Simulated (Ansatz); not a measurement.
Data:

```yaml
crystal:
  lattice:
    - [0.00000, 2.99930, 2.99930]
    - [2.99930, 0.00000, 2.99930]
    - [2.99930, 2.99930, 0.00000]
  atoms:
    - { symbol: Al, position: [0.00000, 0.00000, 0.00000] }
    - { symbol: Sb, position: [0.75000, 0.75000, 0.75000] }
```

Level of theory: PBEsol with spin-orbit coupling, rigid bands (plane waves, PAW; Ansatz, a first-principles code). Condition of this run: hydrostatic pressure 5 GPa (the target of the relaxation). Cell: cell and atoms relaxed with PBEsol, then loaded as said.

Q: What conductivity effective mass do dilute holes have at 300 K?

A: 0.37 mₑ.

Q: What conductivity effective mass do dilute electrons have at 300 K?

A: 0.35 mₑ.

Q: And the band gap?

A: 0.78 eV at this level; semilocal functionals usually fall short of the measured gap.

Rigid bands, one relaxation time for all states, no polarons.
